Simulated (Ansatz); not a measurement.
**Pt: a surface, (111), 5 layers**

Aim: cut a slab of Pt (111), 5 layers from the relaxed bulk, relax it, and get surface energy and work function. The runs shown use PAW. Its runs: bulk cell relaxed (PAW); bulk in the slab's orientation (PAW); the reference run (PAW); atoms relaxed (PAW); field of 0.2 V/Å along the normal (PAW); core holes in 4f of Pt (PAW).

Computed with Ansatz 0.2.0 (DFT, PBE, PAW with Ansatz's default frozen-core files, scalar-relativistic, unless a step's input says otherwise).

**1. The structure to begin with**

It takes space group Fm-3m (No. 225, cubic). Conventional cell: a = 3.972 Å, b = 3.972 Å, c = 3.972 Å, α = 90.00°, β = 90.00°, γ = 90.00°. Pt (site symmetry m-3m) is surrounded by 12 Pt at 2.81 Å.

Structure file:

```cif
data_structure
_symmetry_space_group_name_H-M 'Fm-3m'
_symmetry_Int_Tables_number 225
_cell_length_a 3.9715
_cell_length_b 3.9715
_cell_length_c 3.9715
_cell_angle_alpha 90.000
_cell_angle_beta 90.000
_cell_angle_gamma 90.000
_cell_volume 62.64
loop_
_atom_site_label
_atom_site_type_symbol
_atom_site_symmetry_multiplicity
_atom_site_Wyckoff_symbol
_atom_site_fract_x
_atom_site_fract_y
_atom_site_fract_z
_atom_site_occupancy
Pt1 Pt 4 a 0.00000 0.00000 0.00000 1
```

The file gives the conventional cell by its symmetry; the runs use the cell typed in the input.

**2. Bulk cell relaxed, PAW**

Input file input.yaml:

```yaml
crystal:
  lattice:
    - [0.0, 1.9857740511, 1.9857740511]
    - [1.9857740511, 0.0, 1.9857740511]
    - [1.9857740511, 1.9857740511, 0.0]
  atoms:
    - { symbol: Pt, position: [0.0, 0.0, 0.0] }
kpoints:
  mp_grid: { grid: [19, 19, 19] }
scf:
  occupations: { method: fermi_dirac, width: 0.08 }
hamiltonian:
  xc: pbe
  pseudopotentials: { kind: paw }
output:
  forces: true
  stress: true
relax:
  f_tol: 0.005
  max_steps: 40
  cell: {}
```

Launch:

```sh
$ ansatz run input.yaml --threads 2 --pin off --max-ram 4096MiB --backend cpu --events-out ev --progress --plain --runs-dir out
```

Further steps of the session: Bulk in the slab's orientation, PAW; Slab as cut, PAW; Atoms relaxed, PAW; Field of 0.2 V/Å along the normal, PAW; Core holes in 4f of Pt, PAW.

What does the calculation give? Wanted: surface energy; work function; outer layer spacing; core-level shifts among the layers.

The runs gave:

| quantity | value |
| --- | --- |
| surface energy (PAW, relaxed) | 1.50 J/m² |
| work function (PAW, relaxed) | 5.68 eV |
| outer layer spacing (PAW) | 2.29 → 2.31 Å |
| core-level shifts among the layers (PAW holes) | Pt1 +0.00, Pt2 +0.37, Pt3 +0.52 eV |

In words: By PAW the surface costs 1.51 J/m² as cut and 1.50 J/m² relaxed. The outermost spacing changes by +0.9 % (PAW). The field of 0.2 V/Å along the normal induces a dipole of 0.093 e·Å per cell (PAW). Thickness wasn't converged, and no reconstruction was sought. Spin-orbit coupling is left out, though the cell holds Pt; in elements this heavy it can shift bands and gaps by tenths of an eV.
